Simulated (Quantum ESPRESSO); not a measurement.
WC (Qusongite):

```xyz
2
Lattice="2.9065 0.0000 0.0000 -1.4532 2.5171 0.0000 0.0000 0.0000 2.8366" Properties=species:S:1:pos:R:3 pbc="T T T"
W     0.0000    0.0000    0.0000
C     1.4533    0.8390    1.4183
```

Base run:

```yaml
Program: Quantum ESPRESSO 7.5
Functional: PBEsol
Potentials_or_basis: SSSP 1.3 efficiency PBE
Cutoff: 748 eV
Density_cutoff: 5987 eV
k_mesh: 10 × 10 × 9
Occupations: fermi-dirac, width 0.05 eV
Spin: no spin polarisation
Hubbard_terms: W d U = 2 eV
```

Its results: band gap on the k mesh none (metal or under the smearing width); pressure -1.8 GPa.

After a change of settings the same cell gave: band gap on the k mesh none (metal or under the smearing width); pressure -0.2 GPa. Which change was it?
A. hubbard terms from W d U = 2 eV to W d U = 8 eV
B. hubbard terms from W d U = 2 eV to W d U = 1 eV
C. hubbard terms from W d U = 2 eV to none

A.

Caveats: the potentials were made for another functional, which shifts forces and pressure; U without spin polarisation on a metal has little footing; the U is typed as a test and isn't derived for this compound.
